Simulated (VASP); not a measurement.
Input of a VASP 6.6.1 run:

Contents of INCAR:

```
SYSTEM = W
  ALGO = Fast
  EDIFF = 1E-7
  ENCUT = 520
  ISIF = 2
  ISMEAR = -1
  LASPH = .True.
  LCHARG = .False.
  LDAU = .True.
  LDAUJ = 0
  LDAUL = 2
  LDAUPRINT = 1
  LDAUTYPE = 2
  LDAUU = 5
  LMAXMIX = 4
  LREAL = .False.
  LWAVE = .False.
  NBANDS = 13
  NELM = 80
  PREC = Accurate
  SIGMA = 0.05
```

Contents of KPOINTS:

```
k-points
0
Gamma
  12 12 12
  0 0 0
```

File POSCAR:

```
W
1.0
   -1.5823450000      1.5823450000      1.5823450000
    1.5823450000     -1.5823450000      1.5823450000
    1.5823450000      1.5823450000     -1.5823450000
W
1
Direct
    0.0000000000      0.0000000000      0.0000000000
```

Potentials or basis: VASP PAW LDA potentials, release 64 (W_sv).

The run is started by

```bash
$ cat potpaw_LDA.64/W_sv/POTCAR > POTCAR
$ mpirun -np 1 vasp_std > vasp.out
```

**Question.** Predict the band gap on the k mesh.

**Answer.** None (metal or under the smearing width).

**Question.** What does it give for the pressure?

**Answer.** 7.7 GPa.

Eigenvalues of the final occupation matrices:
| site | spin | trace | eigenvalues |
| --- | --- | --- | --- |
| site 1 d | 1 | 1.66 | 0.22 0.22 0.40 0.40 0.40 |
| site 1 d | 2 | 1.66 | 0.22 0.22 0.40 0.40 0.40 |

Caveat: U without spin polarisation on a metal has little footing; the U is typed as a test and isn't derived for this compound. Spin-orbit coupling is left out, which matters for the levels of W.
